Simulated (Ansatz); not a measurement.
## Energy landscape near a Pt structure

Level of theory: Ansatz 0.2.0, DFT PBEsol, scalar-relativistic, plane waves, PAW.

Settings: cutoff 420 eV, Γ-centred mesh 18×18×10 on the computed 2-atom cell, Gaussian smearing of 0.10 eV; no spin polarisation.

Reference cell:

```xyz
2
Lattice="2.7607 0.0000 0.0000 -1.3803 2.3908 0.0000 0.0000 0.0000 4.7921" Properties=species:S:1:pos:R:3 pbc="T T T"
Pt    1.3803    0.7969    3.5941
Pt    0.0000    1.5939    1.1980
```

Each variant moves atoms of this cell by the vectors given, if any (Å), and then applies a symmetric strain (tensor components, Cartesian axes). The reference cell isn't relaxed at this level. Energies are per atom at zero smearing, counted from the lowest variant. Pressure is positive in compression.

1. strain (xx yy zz yz xz xy, %) 0.53 0.53 -8.47 0.00 0.00 0.00
2. strain (xx yy zz yz xz xy, %) 1.57 1.57 10.57 0.00 0.00 0.00
3. strain (xx yy zz yz xz xy, %) 4.74 4.74 -4.26 0.00 0.00 0.00

Task: Order the variants by energy, lowest first.

Result: 1 (0.0 meV/atom), 3 (81.9 meV/atom), 2 (274.0 meV/atom).

Task: Order them by pressure, highest first.

Result: 1 (10.98 GPa), 3 (-20.07 GPa), 2 (-27.99 GPa).

Spin–orbit coupling is left out, which can shift energies with elements as heavy as these.

This form isn't the element's structure at ambient conditions.